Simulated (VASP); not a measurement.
Crystal: CdF2.

```xyz
3
Lattice="0.0000 2.6826 2.6826 2.6826 0.0000 2.6826 2.6826 2.6826 0.0000" Properties=species:S:1:pos:R:3 pbc="T T T"
Cd    0.0000    0.0000    0.0000
F     1.3413    1.3413    1.3413
F     4.0239    4.0239    4.0239
```

Base run:

| Property | Result |
| --- | --- |
| Program | VASP 6.6.1 |
| Functional | PBEsol |
| Potentials or basis | VASP PAW PBE potentials, release 64 (Cd, F) |
| Cutoff | 520 eV |
| k mesh | 6 × 6 × 6 |
| Occupations | gaussian, width 0.01 eV |
| Spin | no spin polarisation |

Its results: band gap on the k mesh 2.97 eV, indirect (least direct gap 3.42 eV); pressure 2.0 GPa.

Q: The run is repeated on the same cell with these changes: k mesh from 6 × 6 × 6 to 5 × 5 × 5. What comes out?

A: Band gap on the k mesh 3.03 eV, indirect (least direct gap 3.42 eV); pressure 2.0 GPa.

Caveats: the PAW data sets were made with another functional, which shifts forces and pressure a little; an odd mesh through Γ misses points on the zone boundary, where band edges often lie (some runs).
